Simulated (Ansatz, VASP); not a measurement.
# One calculation of Au, two programs

Contents of INCAR:

```
  PREC = Accurate
  ENCUT = 520
  EDIFF = 1E-6
  ISMEAR = -1
  SIGMA = 0.1
  LREAL = False
  LASPH = True
  NELM = 100
  ALGO = Fast
  ISIF = 2
  LWAVE = False
  LCHARG = False
  GGA = RE
  NBANDS = 18
```

KPOINTS

```
regular mesh
0
Gamma
  14 14 7
```

The input POSCAR:

```
Au
1.0
    2.8545521432      0.0000000000      0.0000000000
   -1.4272760716      2.4721146724      0.0000000000
    0.0000000000      0.0000000000      4.7879539066
Au
2
Direct
    0.3333333333      0.6666666667      0.2500000000
    0.6666666667      0.3333333333      0.7500000000
```

Input for Ansatz:

```yaml
crystal:
  lattice:
    - [2.8545521432, 0.0, 0.0]
    - [-1.4272760716, 2.4721146724, 0.0]
    - [0.0, 0.0, 4.7879539066]
  atoms:
    - { symbol: Au, position: [0.3333333333, 0.6666666667, 0.25] }
    - { symbol: Au, position: [0.6666666667, 0.3333333333, 0.75] }
hamiltonian:
  xc: revpbe
  pseudopotentials:
    kind: paw
    azcp:
      Au: "pseudopotentials/Au.paw.azcp"
basis:
  ecutwfc: 420
  fft_grid_basis: typed
kpoints:
  mp_grid: { grid: [14, 14, 7], shift: [0, 0, 0] }
magnetization:
  spin_polarized: false
scf:
  occupations: { method: fermi_dirac, width: 0.1 }
  lower_state_search: "off"
output:
  stress: true
```

Alike in both runs: task single point; functional revPBE; k mesh 14 × 14 × 7; occupations fermi-dirac, width 0.1 eV; no spin polarisation.

|  | VASP | Ansatz |
| --- | --- | --- |
| version | VASP 6.6.1 | Ansatz 0.2.0 |
| potentials or method | VASP PAW PBE potentials, release 64 (Au) | plane waves (420 eV) with PAW, scalar-relativistic |
| plane-wave cutoff (eV) | 520 | 420 |
| valence electrons in the cell | 22 | 38 |

|  | VASP | Ansatz | Ansatz less VASP |
| --- | --- | --- | --- |
| pressure (GPa) | 13.4 | 13.6 | +0.25 |
| largest component of the traceless stress (GPa) | 0.58 | 0.56 | -0.019 |

The functional is the same, so the differences come from potentials, cutoffs and numerics. The two sets of potentials don't hold the same shells in valence.

Caveats: the PAW data sets were made with another functional, which shifts forces and pressure a little (VASP). The runs have no spin-orbit coupling, so splittings on Au are missing.
